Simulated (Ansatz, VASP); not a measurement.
**SiC in VASP and in Ansatz**

```
CELL_PARAMETERS angstrom
3.07569 0.00000 0.00000
-1.53785 2.66363 0.00000
0.00000 0.00000 10.07065
ATOMIC_POSITIONS crystal
Si 0.66667 0.33333 0.93784
Si 0.33333 0.66667 0.43784
Si 0.00000 0.00000 0.68789
Si 0.00000 0.00000 0.18789
C 0.66667 0.33333 0.74980
C 0.33333 0.66667 0.24980
C 0.00000 0.00000 0.50046
C 0.00000 0.00000 0.00046
```

The cell is a database's computed one.

Alike in both runs: task single point; functional PBE; k mesh 6 × 6 × 2; occupations gaussian, width 0.1 eV; no spin polarisation.

|  | VASP | Ansatz |
| --- | --- | --- |
| version | VASP 6.6.1 | Ansatz 0.2.0 |
| potentials or method | VASP PAW PBE potentials, release 64 (Si, C) | scalar-relativistic, plane waves, PAW |
| plane-wave cutoff (eV) | 520 | 420 |
| valence electrons in the cell | 32 | 32 |

|  | VASP | Ansatz | Ansatz less VASP |
| --- | --- | --- | --- |
| gap on the k mesh at the Fermi level (eV) | 2.22 | 2.22 | +0.001 |
| least direct gap on the mesh (eV) | 3.35 | 3.35 | +0.002 |
| pressure (GPa) | 3.9 | 3.9 | +0.06 |
| largest component of the traceless stress (GPa) | 0.17 | 0.18 | +0.007 |

A k mesh can miss the band edges. As with any semilocal functional, this PBE gap is likely too small.
